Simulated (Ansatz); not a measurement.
Crystal: TiO2.

```
Ti O
1.0
    -2.97316    3.28737    3.28740
     2.97316   -3.28737    3.28740
     2.97316    3.28737   -3.28740
Ti O
4 8
Direct
  0.00000 0.50000 0.00000
  0.00000 0.00000 0.50000
  0.49524 0.24524 0.25000
  0.50475 0.75475 0.75000
  0.69508 0.69523 0.50015
  0.69508 0.19493 0.99985
  0.80452 0.74962 0.05490
  0.19472 0.74962 0.44510
  0.80528 0.25038 0.55490
  0.30492 0.80507 0.00015
  0.19548 0.25038 0.94510
  0.30492 0.30477 0.49985
```

The cell is a database's computed one.

Program: Ansatz 0.2.0. Alike in all runs: no spin polarisation; cell as given; smearing fermi-dirac 0.05 eV. Hardware: 4 threads of Intel(R) Xeon(R) Platinum 8259CL CPU @ 2.50GHz (Skylake/Cascade Lake), with other jobs on the host.

**Question.** Order these runs on this cell by their wall time, lowest first.
A. task single point; level PBE; potentials or basis Ansatz PAW; k mesh 5 × 5 × 5; cutoff (eV) 420
B. task band structure; level PBEsol+U; potentials or basis Ansatz PAW; U Ti d U = 3 eV; k mesh 6 × 6 × 6; cutoff (eV) 420; points for each segment of the path 10; hubbard projectors ortho-atomic (the default); double counting fll (the default)
C. task band structure; level PBE; potentials or basis PseudoDojo standard (PBE files); k mesh 6 × 6 × 6; cutoff (eV) 1143; points for each segment of the path 10

**Answer.** A (3 s), B (16 s), C (51 s).
